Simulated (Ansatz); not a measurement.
GaP (F-43m): elasticity against pressure

```xyz
2
Lattice="0.0000 2.7193 2.7193 2.7193 0.0000 2.7193 2.7193 2.7193 0.0000" Properties=species:S:1:pos:R:3 pbc="T T T"
Ga    0.0000    0.0000    0.0000
P     4.0789    4.0789    4.0789
```

This is the zero-pressure cell. At each pressure cell and atoms are relaxed in this structure, and the constants are slopes of the stress at strains of ±0.005 with relaxed ions (the coefficients that govern stability under load). Level: PBEsol, PAW on Ansatz 0.2.0's default frozen-core files (fitted under PBE), scalar-relativistic; k mesh 8×8×8, strains of ±0.005, fixed occupations, cutoff 420 eV. P is the pressure of the relaxed cell, less that of this one.

```tsv
P (GPa)	V/V₀	C11 (GPa)	C12 (GPa)	C44 (GPa)
0.00	1.0000	134.8	60.2	67.4
1.01	0.9885	139.3	64.6	68.3
2.02	0.9776	143.7	69.0	69.1
4.00	0.9581	152.0	77.5	70.4
7.00	?	?	?	?
9.99	0.9092	175.7	102.2	72.6
14.98	0.8765	194.0	122.2	73.0
```

Question: Does the bulk modulus from the constants agree with the pressure-volume curve?

Answer: A third-order Birch-Murnaghan fit to the volumes shown (F against f, f = [(V₀/V)^(2/3) − 1]/2) gives B₀ = 85.1 GPa and B′ = 4.4. Its −V dP/dV stands beside (C11 + 2C12)/3:

```
P (GPa)  from P(V)  from the constants
   0.00       85.1                85.0
   1.01       89.5                89.5
   2.02       93.8                93.9
   4.00      102.2               102.3
   9.99      126.8               126.7
  14.98      146.8               146.1
```

Question: What are the pressure derivatives at zero pressure?

Answer: Slopes at V₀ of quadratic fits in −ln(V/V₀) through the first four rows shown, divided by B₀: dC11/dP = 4.6, dC12/dP = 4.4, dC44/dP = 1.0. The mean slopes up to 2.0 GPa are 4.4, 4.4, 0.9; curvature and scatter of the constants part the two. The combination (dC11/dP + 2 dC12/dP)/3 = 4.5 stands against B′.

Question: Fill the row at 7.00 GPa.

Answer: Cubic fits in −ln(V/V₀) through all rows shown give C11 = 164.2, C12 = 90.0, C44 = 71.8 GPa. Computed: V/V₀ = 0.9320, C11 (GPa) = 164.2, C12 (GPa) = 90.0, C44 (GPa) = 71.8.

Question: Does a shear stiffness soften?

Answer: C44 goes from 67.4 to 73.0 GPa; (C11 − C12)/2 goes from 37.3 to 35.9 GPa. (C11 − C12)/2 softens under pressure, though the lattice stays mechanically stable over this range.

Limits of these numbers: no other phase was computed; many crystals of this kind change structure within this range, and rows or crossings beyond such a change describe a metastable lattice; frozen-core PAW files fitted under PBE, their cores solved anew for the functional of the run; constants at zero field, no piezoelectric stiffening; phonons weren't checked at these pressures.
